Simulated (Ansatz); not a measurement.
Runs of Ansatz 0.2.0 on Os. The structure is hexagonal, space group P6_3/mmc (No. 194). Conventional cell: a = 2.734 Å, b = 2.734 Å, c = 4.320 Å, α = 90.00°, β = 90.00°, γ = 120.00°. Around Os (site symmetry -6m2) lie 12 Os at 2.68 to 2.73 Å. 

```csv
task,level,cell,k mesh,cutoff (eV),points for each segment of the path,q mesh,gap on the mesh (eV),pressure (GPa)
band structure,revPBE,as given,11 × 11 × 6,420,14,-,none,11.8
band structure,m-r2SCAN,as given,11 × 11 × 6,500,14,-,none,1.0
phonons,PBEsol,as given,10 × 10 × 6,420,8,2 × 2 × 2,none,-
band structure,PBEsol,as given,11 × 11 × 6,420,14,-,none,-2.7
band structure,LDA,as given,11 × 11 × 6,420,14,-,none,(a)
relaxation of cell and atoms,BPBE,relaxed,11 × 11 × 6,420,-,-,-,0.0
```

Alike in all rows: potentials or basis Ansatz PAW; no spin polarisation; smearing fermi-dirac 0.05 eV.

Problem. Estimate the missing entries.

Solution. (a) -8.6.

Caveats: the PAW data sets come from PBE, with cores solved anew for the run's functional, which leaves a small shift of forces and pressure; spin-orbit coupling is left out, which moves the levels of the heavy elements (some runs); the plane-wave basis is chosen anew once the cell has moved, so the energies of steps on either side of that aren't comparable (some runs).

A k mesh can miss the band edges, and the runs leave out spin-orbit coupling on Os.

A gap of «none» marks a metal or a gap under the smearing width.

Runs at the PBE level aren't shown here.
